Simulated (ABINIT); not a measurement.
Planning a run of ABINIT 10.8.3 on InP (F-43m). The input:

```
acell 3*1.0 Angstrom
rprim 
  0.000000000000 2.930500000000 2.930500000000
  2.930500000000 -0.000000000000 2.930500000000
  2.930500000000 2.930500000000 0.000000000000
ntypat 2
znucl 49 15
natom 2
typat 1 2
xred 
  0.000000000000 0.000000000000 0.000000000000
  0.250000000000 0.250000000000 0.250000000000
pp_dirpath "pseudos"
pseudos "In.upf, P.upf"
ecut 33
ngkpt 4 4 4
nshiftk 1
shiftk 0 0 0
kptopt 1
chksymbreak 0
istwfk *1
occopt 1
irdwfk 1
optdriver 4
nband 94
gwcalctyp 28
ecutsigx 33
symsigma 0
nkptgw 8
kptgw 
  0.0000000000 0.0000000000 0.0000000000
  0.2500000000 0.0000000000 0.0000000000
  0.5000000000 0.0000000000 0.0000000000
  0.2500000000 0.2500000000 0.0000000000
  0.5000000000 0.2500000000 0.0000000000
  -0.2500000000 0.2500000000 0.0000000000
  0.5000000000 0.5000000000 0.0000000000
  -0.2500000000 0.5000000000 0.2500000000
bdgw 
  11 23
  11 23
  11 23
  11 23
  11 23
  11 23
  11 23
  11 23
ecuteps 5
irdscr 1
ppmodel 1
irdqps 1
rhoqpmix 0.3
indata_prefix "in"
outdata_prefix "out"
tmpdata_prefix "tmp"
```

The database entry behind the starting cell differs from later determinations by our own check (0.1 to 0.3 % short, probably kX units), so it need not match the best structure at ambient conditions.

```sh
OMP_NUM_THREADS=1 mpirun -n 8 abinit run.abi > log
```

Estimate wall time and host memory on 8 MPI ranks of AMD EPYC 9R45, shared host.

It took 41 s; on shared hardware allow 21 s to 83 s. Peak host memory was 2.5 GiB.

[Paths, hosts, dates, memory and timing lines, banners, echoed tables and standing remarks are left out of the program output.]

[Logs are printed without paths, hosts, clocks, repeated set-up lines and the standing remarks that a program may print on its own settings, such as how far it seeks lower states.]

[Runs of the session that timed out or met a known fault of the program may be left out.]

[Hosts, paths, dates, database ids (printed as entryN), source tags and the programs' standing remarks are cut or masked in the printed files.]

[G0W0 gaps are taken among the corrected bands and points alone; a level outside them can change the order at an edge.]

[Where Ansatz stands beside ABINIT at settings called matched, ABINIT's density can come from a denser mesh and the files from another edition; pairs whose starting gaps differed by over 0.03 eV were left out, so agreement reads better than it is.]
